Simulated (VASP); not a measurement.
# Which magnetic order does free-standing square Co monolayer, spacing 2.5 A take?

Wanted: the lowest of several collinear orders of free-standing square Co monolayer, spacing 2.5 A.

Calculated with VASP 6.6.1; PBE, spin-polarised from a ferromagnetic start; plane waves and PAW (Co), in the first sound run; inputs show where later runs differ.

## 1. The starting structure

The cell holds 4 atoms: 4 Co. Cell: a = 5.000 Å, b = 5.000 Å, c = 14.000 Å, α = 90.0°, β = 90.0°, γ = 90.0°. It derives from Co (free-standing square Co monolayer, spacing 2.5 A), repeated 2×2×1. model lattice. Vacuum lies along c.

As a file:

```cif
data_structure
_symmetry_space_group_name_H-M 'P 1'
_symmetry_Int_Tables_number 1
_cell_length_a 5.0000
_cell_length_b 5.0000
_cell_length_c 14.0000
_cell_angle_alpha 90.000
_cell_angle_beta 90.000
_cell_angle_gamma 90.000
_cell_volume 350.00
loop_
_atom_site_label
_atom_site_type_symbol
_atom_site_fract_x
_atom_site_fract_y
_atom_site_fract_z
_atom_site_occupancy
Co1 Co 0.00000 0.00000 0.50000 1
Co2 Co 0.00000 0.50000 0.50000 1
Co3 Co 0.50000 0.00000 0.50000 1
Co4 Co 0.50000 0.50000 0.50000 1
```

## 2. Relax in the ferromagnetic state

All later runs share one geometry, relaxed here from a start with parallel moments; where they turned over, the text says so.

Contents of INCAR:

```
SYSTEM = Co
PREC = Normal
ENCUT = 350
EDIFF = 1E-05
NELM = 120
ISMEAR = 1
SIGMA = 0.05
LREAL = .FALSE.
ALGO = Normal
GGA = PE
NBANDS = 26
ISPIN = 2
MAGMOM = 2 2 2 2
LMAXMIX = 4
LORBIT = 11
LWAVE = .FALSE.
LCHARG = .FALSE.
KPAR = 2
IBRION = 2
NSW = 30
ISIF = 2
EDIFFG = -0.02
POTIM = 0.4
MAXMIX = 40
```

Contents of POSCAR:

```
Co
1.0
    5.0000000000      0.0000000000      0.0000000000
    0.0000000000      5.0000000000      0.0000000000
    0.0000000000      0.0000000000     14.0000000000
Co
4
Direct
    0.0000000000      0.0000000000      0.5000000000
    0.0000000000      0.5000000000      0.5000000000
    0.5000000000      0.0000000000      0.5000000000
    0.5000000000      0.5000000000      0.5000000000
```

Contents of KPOINTS:

```
Automatic mesh
0
Gamma
5 5 1
0 0 0
```

Potentials, in the order of the species: Co (PBE family, release 64).

Launch:

```
$ mpirun -np 2 vasp_std
```

What it wrote:

```text
[banner, memory and clock lines left out]
running    2 mpi-ranks, on    1 nodes
 distrk:  each k-point on    1 cores,    2 groups
 distr:  one band on    1 cores,    1 groups

 POSCAR found type information on POSCAR Co
 POSCAR found :  1 types and       4 ions
 LDA part: xc-table for (Slater+PW92), standard interpolation
 POSCAR, INCAR and KPOINTS ok, starting setup
 FFT: planning ... GRIDC
 FFT: planning ... GRID_SOFT
 FFT: planning ... GRID
 WAVECAR not read
 entering main loop
       N       E                     dE             d eps       ncg     rms          rms(c)
DAV:   1     0.167569958923E+03    0.16757E+03   -0.10366E+04   624   0.808E+02
DAV:   2    -0.112532905547E+02   -0.17882E+03   -0.16921E+03   632   0.250E+02
DAV:   3    -0.216492551162E+02   -0.10396E+02   -0.91092E+01   724   0.608E+01
DAV:   4    -0.220703910455E+02   -0.42114E+00   -0.41579E+00   654   0.163E+01
DAV:   5    -0.220808854799E+02   -0.10494E-01   -0.10491E-01   900   0.173E+00    0.162E+01
DAV:   6    -0.223874859283E+02   -0.30660E+00   -0.53653E+01   724   0.827E+01    0.181E+01
DAV:   7    -0.200186378035E+02    0.23688E+01   -0.88973E+00   696   0.353E+01    0.417E+00
DAV:   8    -0.199690436984E+02    0.49594E-01   -0.67642E-01   754   0.730E+00    0.268E+00
DAV:   9    -0.199354970916E+02    0.33547E-01   -0.23019E-01   656   0.367E+00    0.132E+00
DAV:  10    -0.199710895674E+02   -0.35592E-01   -0.20904E-02   676   0.124E+00    0.100E+00
DAV:  11    -0.199795978064E+02   -0.85082E-02   -0.13646E-02   660   0.138E+00    0.615E-01
DAV:  12    -0.199818747534E+02   -0.22769E-02   -0.30758E-03   742   0.463E-01    0.397E-01
DAV:  13    -0.199831354006E+02   -0.12606E-02   -0.29158E-03   644   0.382E-01    0.166E-01
DAV:  14    -0.199837288327E+02   -0.59343E-03   -0.69522E-04   684   0.224E-01    0.107E-01
DAV:  15    -0.199841518446E+02   -0.42301E-03   -0.46912E-04   662   0.195E-01    0.458E-02
DAV:  16    -0.199841470656E+02    0.47790E-05   -0.19468E-04   694   0.130E-01    0.256E-02
DAV:  17    -0.199842205696E+02   -0.73504E-04   -0.27996E-04   628   0.104E-01    0.289E-02
DAV:  18    -0.199843050609E+02   -0.84491E-04   -0.80864E-05   628   0.514E-02    0.145E-02
DAV:  19    -0.199847135561E+02   -0.40850E-03   -0.61356E-05   612   0.339E-02    0.809E-03
DAV:  20    -0.199849071551E+02   -0.19360E-03   -0.24612E-05   540   0.195E-02    0.711E-03
DAV:  21    -0.199849854879E+02   -0.78333E-04   -0.51346E-06   428   0.164E-02    0.300E-03
DAV:  22    -0.199850808983E+02   -0.95410E-04   -0.34916E-06   434   0.931E-03    0.232E-03
DAV:  23    -0.199851423596E+02   -0.61461E-04   -0.42160E-06   444   0.644E-03    0.176E-03
DAV:  24    -0.199851661969E+02   -0.23837E-04   -0.15499E-06   402   0.499E-03    0.760E-04
DAV:  25    -0.199851708111E+02   -0.46142E-05   -0.24958E-07   370   0.292E-03
   1 F= -.19985171E+02 E0= -.19985990E+02  d E =-.199852E+02  mag=     7.9065
 curvature:   0.00 expect dE= 0.000E+00 dE for cont linesearch  0.000E+00
 trial: gam= 0.00000 g(F)=  0.105E-58 g(S)=  0.000E+00 ort = 0.000E+00 (trialstep = 0.100E+01)
 search vector abs. value=  0.100E-09
 reached required accuracy - stopping structural energy minimisation
```

Wall time 12 s (2 MPI ranks of Intel Xeon 6975P-C (Granite Rapids), shared host); peak memory 0.45 GiB; 24 s of CPU time.

Lines that name or quote the potential files are left out of all logs, and their timing lines are given in words.

From OUTCAR (step 2):

```text
ion  position               nearest neighbor table
   1  0.000  0.000  0.500-   2 2.50   3 2.50   2 2.50   3 2.50
   2  0.000  0.500  0.500-   1 2.50   4 2.50   1 2.50   4 2.50
   3  0.500  0.000  0.500-   1 2.50   4 2.50   4 2.50   1 2.50
   4  0.500  0.500  0.500-   2 2.50   3 2.50   3 2.50   2 2.50

  LATTYP: Found a simple tetragonal cell.
 ALAT       =     5.0000000000
 C/A-ratio  =     2.8000000000

 Subroutine GETGRP returns: Found 16 space group operations
 (whereof 16 operations were pure point group operations)

The static configuration has the point symmetry D_4h.

 Found      6 irreducible k-points:

   k-points           NKPTS =      6   k-points in BZ     NKDIM =      6   number of bands    NBANDS=     26

   dimension x,y,z NGX =    24 NGY =   24 NGZ =   64
   dimension x,y,z NGXF=    48 NGYF=   48 NGZF=  128

   ENCUT  =  350.0 eV  25.72 Ry    5.07 a.u.   7.63  7.63 21.36*2*pi/ulx,y,z

   NELECT =      36.0000    total number of electrons

 k-points in reciprocal lattice and weights: Automatic mesh
   0.00000000  0.00000000  0.00000000       0.040
   0.20000000  0.00000000  0.00000000       0.160
   0.40000000  0.00000000  0.00000000       0.160
   0.20000000  0.20000000  0.00000000       0.160
   0.40000000  0.20000000  0.00000000       0.320
   0.40000000  0.40000000  0.00000000       0.160

 average (electrostatic) potential at core
       1 -91.2546       2 -91.2546       3 -91.2546       4 -91.2546

 E-fermi :  -2.7066

 spin component 1
 k-point     1 :       0.0000    0.0000    0.0000
  band No.  band energies     occupation
    ...
     17      -4.3063      1.00000
     18      -4.1954      1.00000
     19      -4.1954      1.00000
     20      -4.0694      1.00000
     21      -3.1164      1.00000
     22      -1.9712     -0.00000
     23      -1.5910      0.00000
     24      -1.5910      0.00000
     25       0.9039      0.00000
     26       0.9039      0.00000

 k-point     2 :       0.2000    0.0000    0.0000
  band No.  band energies     occupation
    ...
     18      -4.2958      1.00000
     19      -4.2061      1.00000
     20      -4.1455      1.00000
     21      -3.3820      1.00000
     22      -2.9946      1.00000
     23      -1.5944      0.00000
     24      -1.1329      0.00000
     25       1.0126      0.00000
     26       1.8065      0.00000

 k-point     3 :       0.4000    0.0000    0.0000
  band No.  band energies     occupation
    ...
     18      -4.4149      1.00000
     19      -4.3397      1.00000
     20      -4.2682      1.00000
     21      -4.2340      1.00000
     22      -4.0049      1.00000
     23      -0.6563      0.00000
     24      -0.0387      0.00000
     25       0.6707      0.00000
     26       1.3717      0.00000

 k-point     4 :       0.2000    0.2000    0.0000
  band No.  band energies     occupation
    ...
     17      -4.4037      1.00000
     18      -4.3365      1.00000
     19      -4.3365      1.00000
     20      -4.2178      1.00000
     21      -3.5997      1.00000
     22      -2.6248     -0.02136
     23      -2.6248     -0.02136
     24      -1.2465      0.00000
     25       0.9436      0.00000
     26       2.0399      0.00000

 k-point     5 :       0.4000    0.2000    0.0000
  band No.  band energies     occupation
    ...
     18      -4.4124      1.00000
     19      -4.3745      1.00000
     20      -4.3722      1.00000
     21      -4.1474      1.00000
     22      -4.1451      1.00000
     23      -1.8050     -0.00000
     24      -0.6560      0.00000
     25      -0.3448      0.00000
     26       0.9625      0.00000

 k-point     6 :       0.4000    0.4000    0.0000
  band No.  band energies     occupation
    ...
     19      -4.6582      1.00000
     20      -4.5493      1.00000
     21      -4.2990      1.00000
     22      -3.5206      1.00000
     23      -3.5206      1.00000
     24      -2.4221     -0.00000
     25       0.5042      0.00000
     26       1.7808      0.00000
 Fermi energy:        -2.7066175456

  Total      -11.4775325    -11.4775325     -0.0913272      0.0000000      0.0000000      0.0000000
  in kB      -52.5401209    -52.5401209     -0.4180639      0.0000000      0.0000000      0.0000000
  external PRESSURE =     -35.1661019 kB  Pullay stress =       0.0000000 kB

  energy-cutoff  :      350.00
  volume of cell :      350.00
      direct lattice vectors                 reciprocal lattice vectors
     5.000000000  0.000000000  0.000000000     0.200000000  0.000000000  0.000000000
     0.000000000  5.000000000  0.000000000     0.000000000  0.200000000  0.000000000
     0.000000000  0.000000000 14.000000000     0.000000000  0.000000000  0.071428571

 POSITION                                       TOTAL-FORCE (eV/Angst)
 -----------------------------------------------------------------------------------
      0.00000      0.00000      7.00000         0.000000      0.000000     -0.000000
      0.00000      2.50000      7.00000        -0.000000     -0.000000      0.000000
      2.50000      0.00000      7.00000        -0.000000     -0.000000     -0.000000
      2.50000      2.50000      7.00000         0.000000      0.000000      0.000000
 -----------------------------------------------------------------------------------
    total drift:                                0.000000      0.000000     -0.000000

  FREE ENERGIE OF THE ION-ELECTRON SYSTEM (eV)
  ---------------------------------------------------
  free  energy   TOTEN  =       -19.9851708111 eV

  energy  without entropy=      -19.9876280919  energy(sigma->0) =      -19.98598990

 reached required accuracy - stopping structural energy minimisation

 total charge
# of ion       s       p       d       tot
------------------------------------------
    1        0.436   0.199   7.163   7.798
    2        0.436   0.199   7.163   7.798
    3        0.436   0.199   7.163   7.798
    4        0.436   0.199   7.163   7.798
--------------------------------------------------
tot          1.745   0.797  28.652  31.193

 magnetization (x)
# of ion       s       p       d       tot
------------------------------------------
    1        0.012  -0.025   2.043   2.030
    2        0.012  -0.025   2.043   2.030
    3        0.012  -0.025   2.043   2.030
    4        0.012  -0.025   2.043   2.030
--------------------------------------------------
tot          0.048  -0.101   8.174   8.121

[... 6 further parts left out ...]
```

CONTCAR:

```
Co
   1.00000000000000
     5.0000000000000000    0.0000000000000000    0.0000000000000000
     0.0000000000000000    5.0000000000000000    0.0000000000000000
     0.0000000000000000    0.0000000000000000   14.0000000000000000
  Co
     4
Direct
     0.0000000000000000    0.0000000000000000    0.5000000000000000
     0.0000000000000000    0.5000000000000000    0.5000000000000000
     0.5000000000000000    0.0000000000000000    0.5000000000000000
     0.5000000000000000    0.5000000000000000    0.5000000000000000
```

The magnetic state follows from one typed start and may not be the lowest. LASPH is off, so gradient terms of the non-spherical density inside the spheres are left out; for open d or f shells this can shift gaps and moments. The run keeps the 16 symmetry operations of its start, so it cannot find a distortion of lower symmetry.

The forces vanish from the start, and no atom moves.

This step gave:

| Quantity | Value |
| --- | --- |
| electronic cycles | 25 |
| electrons | 36 |
| free energy (TOTEN) | -19.99 eV |
| energy at zero smearing | -19.99 eV |
| Fermi energy | -2.707 eV |
| moment of the cell, from the last line of the log | 7.907 μB |
| labelled metallic, from the levels on this mesh | yes |

Spin moment in the PAW sphere by atom:

```
atom  spin moment in the PAW sphere (μB)
 Co1                                2.03
 Co2                                2.03
 Co3                                2.03
 Co4                                2.03
```

The start already met the threshold, so nothing moved.

(Continued in part 2 of 4.)

[Lines on the potential files, build, host, timing and source positions are cut from VASP's logs without a mark.]

[Logs are printed without paths, hosts, clocks, repeated set-up lines and the standing remarks that a program may print on its own settings, such as how far it seeks lower states.]

[Hosts, paths, dates, database ids (printed as entryN), source tags and the programs' standing remarks are cut or masked in the printed files.]

[In band tables of VASP the shares of atoms and orbitals are scaled to a sum of 1 inside the atoms' spheres.]

[Runs that stopped without an error message from VASP are left out.]
